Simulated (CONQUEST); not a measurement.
Pd under changes of volume

One of the cells (15.045 Å³/atom); the others are scaled copies at fixed shape and fractional positions:

```
CELL_PARAMETERS angstrom
2.77100 0.00000 0.00000
0.00000 2.77100 0.00000
0.00000 0.00000 3.91878
ATOMIC_POSITIONS crystal
Pd 0.00000 0.00000 0.00000
Pd 0.50000 0.50000 0.50000
```

| Quantity | Value |
| --- | --- |
| Program | CONQUEST 1.3 |
| Functional | PBEsol |
| Potentials or basis | PseudoDojo NC PBEsol, DZP, grid of 32 × 32 × 40 points |
| k mesh | 8 × 8 × 6 |
| Occupations | fermi-dirac, width 0.05 eV |
| Spin | no spin polarisation |

| volume (Å³/atom) | energy over the lowest point (meV/atom) | pressure (GPa) |
| --- | --- | --- |
| 13.865 | 35.94 | 14.3 |
| 14.160 | 14.94 | 8.9 |
| 14.750 | 0.00 | -0.3 |
| 15.045 | ? | ? |
| 15.340 | 15.60 | -7.5 |
| 15.635 | 32.14 | -10.2 |

**Question.** What does the run at 15.045 Å³/atom give?

**Answer.** Energy over the lowest point 4.40 meV/atom; pressure -4.2 GPa.

Worked out: A Birch-Murnaghan fit of order 3 (a polynomial in V^(-2/3)) to the other rows has its minimum at 14.72 Å³/atom with B0 = V·E''(V) = 205 GPa and B' = 5.3. It gives 4.51 meV/atom at 15.045 Å³/atom, against the run's 4.40, and -dE/dV = -4.2 GPa, against -4.2.

Energies are extrapolated to zero smearing.

Caveats: the basis of atomic orbitals isn't converged, which shifts pressures, moduli and gaps; the real-space grid breaks the cell's symmetry a little.
